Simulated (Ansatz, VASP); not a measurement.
GaN: VASP beside Ansatz

The input INCAR:

```
ALGO = Normal
EDIFF = 1E-6
ENCUT = 520
GGA = PE
ISIF = 2
ISMEAR = -1
LASPH = T
LCHARG = T
LELF = T
LREAL = F
LVHAR = T
LWAVE = F
NBANDS = 16
NELM = 60
PREC = Accurate
SIGMA = 0.05
```

File KPOINTS:

```
k-points
0
Gamma
  10 10 10
```

POSCAR

```
GaN
1.0
    2.9606351019      0.0000000000      0.0000000000
   -1.4803175510      2.5639852498      0.0000000000
    0.0000000000      0.0000000000      2.6653602627
Ga N
1 1
Direct
    0.6666700000      0.3333300000      0.5000000000
    0.0000000000      0.0000000000      0.0000000000
```

input.yaml

```yaml
crystal:
  lattice:
    - [2.9606351019, 0.0, 0.0]
    - [-1.480317551, 2.5639852498, 0.0]
    - [0.0, 0.0, 2.6653602627]
  atoms:
    - { symbol: Ga, position: [0.66667, 0.33333, 0.5] }
    - { symbol: "N", position: [0.0, 0.0, 0.0] }
hamiltonian:
  xc: pbe
  pseudopotentials: { kind: paw }
kpoints:
  mp_grid: { grid: [10, 10, 10] }
scf:
  occupations: { method: fermi_dirac, width: 0.05 }
output:
  forces: true
  stress: true
  eigenvalues: true
  write_density: true
  write_potential: true
  elf: true
  volumetric_format: npy
```

The cell was built by a generator and needn't be a form met in nature.

Alike in both runs: task single point; functional PBE; k mesh 10 × 10 × 10; occupations fermi-dirac, width 0.05 eV; no spin polarisation.

|  | VASP | Ansatz |
| --- | --- | --- |
| version | VASP 6.6.1 | Ansatz 0.2.0 |
| potentials or method | VASP PAW PBE potentials, release 64 (Ga_d, N) | Ansatz PAW |
| plane-wave cutoff (eV) | 520 | 420 |
| valence electrons in the cell | 18 | 18 |

|  | VASP | Ansatz | Ansatz less VASP |
| --- | --- | --- | --- |
| gap on the k mesh at the Fermi level (eV) | none | none | - |
| pressure (GPa) | 4.4 | 3.6 | -0.73 |
| largest component of the traceless stress (GPa) | 0.63 | 0.55 | -0.080 |

A gap of «none» marks a metal or a gap that the smearing closes. With one functional, cell and mesh, what is left measures potentials, basis and numerics.

Caveats: the pressure holds a Pulay correction of +0.5 GPa for the finite cutoff (Ansatz).
